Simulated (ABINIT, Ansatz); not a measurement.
Given: the input of a run of Ansatz 0.2.0 on CuO. Atoms were shifted at random by some hundredths of an Å from the given cell, which wasn't relaxed again for these runs. The cell comes from a database or a generator and needn't be the stable form of this composition.

input.yaml

```yaml
crystal:
  lattice:
    - [3.1795331, 0.0, 0.0]
    - [-1.58976655, 2.75355644, 0.0]
    - [0.0, 0.0, 4.43149073]
  atoms:
    - { symbol: Cu, position: [0.014357, 0.013551, 0.004377] }
    - { symbol: Cu, position: [-0.020579, -0.005074, 0.493804] }
    - { symbol: O, position: [0.332832, 0.660803, 0.250236] }
    - { symbol: O, position: [0.653342, 0.317948, 0.745856] }
kpoints:
  mp_grid: { grid: [10, 10, 6] }
scf:
  occupations: { method: fermi_dirac, width: 0.05 }
hamiltonian:
  xc: pbe
  pseudopotentials: { kind: all_electron, lapw: { basis_error: 0.001 } }
output:
  forces: true
  stress: true
  eigenvalues: true
  populations: true
```

Potentials or basis: all-electron LAPW, scalar-relativistic.

The run is started by

```console
$ ansatz run input.yaml --threads 2 --pin off --max-ram 6144MiB --backend cpu --events-out ev --progress --plain --runs-dir out
```

**Question.** Translate it to ABINIT 10.8.3 (patched build). Potentials or basis there: JTH PAW PBE v2.0, cutoff 707 eV.

**Answer.** As run (cutoffs and basis follow the program's own potentials, and thresholds, step limits or extra output files can differ):

File run.abi:

```
# Pseudopotentials
pp_dirpath "./"
pseudos "Cu.GGA_PBE-JTH.xml, O.GGA_PBE-JTH.xml"

# Structure
acell 6.0084467632 6.0084467685 8.3743038035
rprim
     1.0000000000     0.0000000000     0.0000000000
    -0.4999999996     0.8660254040     0.0000000000
     0.0000000000     0.0000000000     1.0000000000
ntypat 2
znucl 29 8
natom 4
typat 1 1 2 2
xred
     0.0143570000     0.0135510000     0.0043770000
    -0.0205790000    -0.0050740000     0.4938040000
     0.3328320000     0.6608030000     0.2502360000
     0.6533420000     0.3179480000     0.7458560000
chkprim 0
chksymtnons 0
tolsym 1.0e-6

# Plane-wave basis
ecut 26.0
pawecutdg 48.0
pawxcdev 0

# k points
kptopt 1
ngkpt 10 10 6
nshiftk 1
shiftk 0.0 0.0 0.0

# Exchange and correlation
ixc 11

# Bands and occupations
nband 30
occopt 3
tsmear 0.00183747

# SCF cycle
nstep 100
tolvrs 1.0e-9

# Output
iomode 3
prtwf 0
prteig 0
prtebands 0
enunit 2
prtden 1
prtvha 1
prtvclmb 1
prtpot 1
```

Potentials or basis: JTH PAW PBE v2.0.

Launch:

```console
$ mpirun --bind-to none -np 4 abinit run.abi > log 2>&1
```

Both were run:

|  | Ansatz | ABINIT |
| --- | --- | --- |
| Pressure | 6.7 GPa | 6.5 GPa |
| Largest force | 1.064 eV/Å | 1.074 eV/Å |

Where Ansatz's input types no cutoff or centring, it takes its own default and a Γ-centred mesh.

Pressure is positive in compression.
